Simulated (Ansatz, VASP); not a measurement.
**One calculation of Fe, two programs**

```
Fe
1.0
     0.00000    1.92871    1.95192
     1.48838    0.00000    1.95192
     1.48838    1.92871    0.00000
Fe
1
Direct
  0.00000 0.00000 0.00000
```

Change from the starting cell: volume scaled by 0.98.

Alike in both runs: task single point; functional PBE; k mesh 13 × 13 × 13; occupations fermi-dirac, width 0.05 eV; collinear spin, ferromagnetic start.

```csv
,VASP,Ansatz
version,VASP 6.6.1,Ansatz 0.2.0
potentials or method,"VASP PAW PBE potentials, release 64 (Fe)",Ansatz PAW
plane-wave cutoff (eV),520,420
valence electrons in the cell,8,16
```

VASP gave:

| Property | Result |
| --- | --- |
| gap on the k mesh at the Fermi level (eV) | none |
| pressure (GPa) | 2.6 |
| largest component of the traceless stress (GPa) | 5.95 |
| net moment per atom (μB) | 2.15 |
| size of the moment on the site where the two differ most (μB) | 2.14 |

**Question.** Estimate Ansatz's values.

**Answer.** gap on the k mesh at the Fermi level (eV): none; pressure (GPa): 2.7; largest component of the traceless stress (GPa): 6.14; net moment per atom (μB): 2.13; size of the moment on the site where the two differ most (μB): 2.17.

Site moments also hang on the region over which each program counts them. A gap of «none» marks a metal or a gap that the smearing closes. With one functional, cell and mesh, what is left measures potentials, basis and numerics. The two sets of potentials don't hold the same shells in valence.
